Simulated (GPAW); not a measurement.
TaSi2:

```
CELL_PARAMETERS angstrom
4.78390 0.00000 0.00000
-2.39195 4.14298 0.00000
0.00000 0.00000 6.57000
ATOMIC_POSITIONS crystal
Ta 0.00000 0.50000 0.33333
Ta 0.50000 0.50000 0.66667
Ta 0.50000 0.00000 0.00000
Si 0.31794 0.15897 0.33333
Si 0.15897 0.84103 0.66667
Si 0.84103 0.68206 0.00000
Si 0.68206 0.84103 0.33333
Si 0.84103 0.15897 0.66667
Si 0.15897 0.31794 0.00000
```

Base run:

| Property | Result |
| --- | --- |
| Program | GPAW 26.7.0 |
| Functional | PBEsol |
| Potentials or basis | PAW data sets generated in the run's folder for this functional |
| Cutoff | 600 eV |
| Basis | pw |
| k mesh | 5 × 5 × 3 |
| Occupations | fermi-dirac, width 0.05 eV |
| Spin | no spin polarisation |
| Hubbard terms | Ta d U = 5 eV |

Its results: band gap on the k mesh none (metal or under the smearing width); pressure 4.4 GPa; largest force 0.121 eV/Å.

Question: The run is repeated on the same cell with these changes: hubbard terms from Ta d U = 5 eV to none. What comes out?

Answer: Band gap on the k mesh none (metal or under the smearing width); pressure -1.4 GPa; largest force 0.022 eV/Å.

Caveats: U without spin polarisation on a metal has little footing (some runs); the U is typed as a test and isn't derived for this compound (some runs).

Not every run made on this cell is shown here.
